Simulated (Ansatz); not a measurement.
# MgSe: the cell at several levels of theory

The task here is to estimate one member of a computed series from the others.

Program: Ansatz 0.2.0. PAW datasets, plane waves, zero pressure. No spin polarisation and no zero-point or thermal motion.

### The cell

Space group Fm-3m (No. 225), cubic; conventional cell a = 5.467 Å, 20.43 Å³ an atom. Around Mg lie 6 Se at 2.73 Å; around Se lie 6 Mg at 2.73 Å.

Structure file:

```
Mg Se
1.0
     0.00000    2.73372    2.73372
     2.73372    0.00000    2.73372
     2.73372    2.73372    0.00000
Mg Se
1 1
Direct
  0.00000 0.00000 0.00000
  0.50000 0.50000 0.50000
```

Set-up of the first run:

The input, input.yaml:

```yaml
crystal:
  lattice:
    - [0.0, 2.7337235204, 2.7337235204]
    - [2.7337235204, 0.0, 2.7337235204]
    - [2.7337235204, 2.7337235204, 0.0]
  atoms:
    - { symbol: Mg, position: [0.0, 0.0, 0.0] }
    - { symbol: Se, position: [0.5, 0.5, 0.5] }
kpoints:
  mp_grid: { grid: [8, 8, 8] }
hamiltonian:
  xc: pbe
scf:
  occupations: { method: fermi_dirac, width: 0.02 }
relax:
  f_tol: 0.005
  cell: {}
```

Launch:

```
> ansatz run input.yaml --threads 2 --pin off --max-ram 29491MiB --backend cpu --events-out ev --progress --plain --runs-dir out
```

Among the steps run: Relaxing with PBE; Relaxation with r2SCAN; Relaxation with PBEsol; Relaxation with LDA; HSE06: cell and atoms.

One of the session's tables, all rows but one given; the rest of the session is left out.

It belongs to the step «The cells side by side». 

```
 level  a (Å)  volume (Å³/atom)
   PBE  5.509            20.895
r2SCAN      ?                 ?
PBEsol  5.451            20.241
   LDA  5.392            19.591
 HSE06  5.466            20.414
```

Q: Estimate the row for r2SCAN from the others.

**Answer.** a (Å): 5.473; volume (Å³/atom): 20.487. In the column «a (Å)» it lies between HSE06 (5.466) and PBE (5.509).

In words: The first relaxation changed the volume by +2.3 % from the start. The volume runs from LDA (least) to PBE (most), a spread of 6.7 %, or 2.2 % in length if all axes shared it alike. The meshes differ: PBE 8×8×8, r2SCAN 8×8×8, PBEsol 8×8×8, LDA 8×8×8, HSE06 6×6×6.
